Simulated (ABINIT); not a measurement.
**WC (Qusongite): band structure with WC**

The system is WC (Qusongite).

```xyz
2
Lattice="2.9065 0.0000 0.0000 -1.4532 2.5171 0.0000 0.0000 0.0000 2.8366" Properties=species:S:1:pos:R:3 pbc="T T T"
W     0.0000    0.0000    0.0000
C     1.4533    0.8390    1.4183
```

* Program: ABINIT 10.8.3 (patched build)
* Task: band structure
* Functional: WC
* Potentials or basis: JTH PAW PBE v2.0
* Cutoff: 626 eV
* k mesh: 10 × 10 × 9
* Occupations: fermi-dirac, width 0.05 eV
* Spin: no spin polarisation
* Fine-grid cutoff: 1224.51 eV

The pressure is -1.0 GPa. The band gap on the k mesh is none (metal or under the smearing width). The valence electrons inside the program's atomic spheres are W 11.89; C 2.46.

Stress tensor (GPa, compression positive):
```
-0.55  0.00  0.00
 0.00 -0.55  0.00
 0.00  0.00 -1.77
```

Levels at the corners of the path, in eV from the Fermi level:
| point | band 6 | band 7 | band 8 | band 9 | band 10 | band 11 | band 12 | band 13 |
| --- | --- | --- | --- | --- | --- | --- | --- | --- |
| Γ | -4.31 | -3.33 | -3.33 | 0.12 | 3.22 | 3.22 | 5.64 | 5.64 |
| M | -7.02 | -3.61 | -3.57 | -0.43 | 2.33 | 4.53 | 4.89 | 6.89 |
| K | -6.57 | -4.55 | -3.44 | 0.60 | 1.00 | 2.06 | 3.24 | 9.20 |
| Γ | -4.31 | -3.33 | -3.33 | 0.12 | 3.22 | 3.22 | 5.64 | 5.64 |
| A | -8.64 | -2.01 | -2.01 | -0.59 | -0.59 | 3.68 | 4.55 | 4.55 |
| L | -6.44 | -4.31 | -4.16 | 0.31 | 4.43 | 5.31 | 6.67 | 9.19 |
| H | -7.21 | -5.38 | -1.59 | -0.64 | 4.41 | 6.40 | 7.60 | 9.08 |
| A | -8.64 | -2.01 | -2.01 | -0.59 | -0.59 | 3.68 | 4.55 | 4.55 |

Run time: 32 s on 1 thread of Arm Neoverse V2, on a shared host, peak memory 0.12 GiB.

Caveat: the PAW data sets were made with another functional, which shifts forces and pressure a little; spin-orbit coupling is left out, which moves the levels of the heavy elements.
